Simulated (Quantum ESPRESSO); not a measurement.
## Nb in Quantum ESPRESSO: the effect of functional

The system is Nb.

```
Nb
1.0
    -1.66395    1.66395    1.66395
     1.66395   -1.66395    1.66395
     1.66395    1.66395   -1.66395
Nb
1
Direct
  0.00000 0.00000 0.00000
```

Alike in all runs:

```yaml
Program: Quantum ESPRESSO 7.5
Task: band structure
Potentials_or_basis: SG15 PBE 1.2
Cutoff: 952 eV
Density_cutoff: 3810 eV
k_mesh: 11 × 11 × 11
Occupations: fermi-dirac, width 0.05 eV
Spin: no spin polarisation
```

| functional | pressure (GPa) |
| --- | --- |
| LDA | -10.9 |
| PBEsol | -7.6 |
| RPBE | 0.5 |
| AM05 | -7.9 |
| revPBE | -0.3 |
| PW91 | ? |

What does the run with functional PW91 give?

Pressure -2.6 GPa.

Caveats: the potentials were made for another functional, which shifts forces and pressure.

Runs at the PBE level aren't shown here.
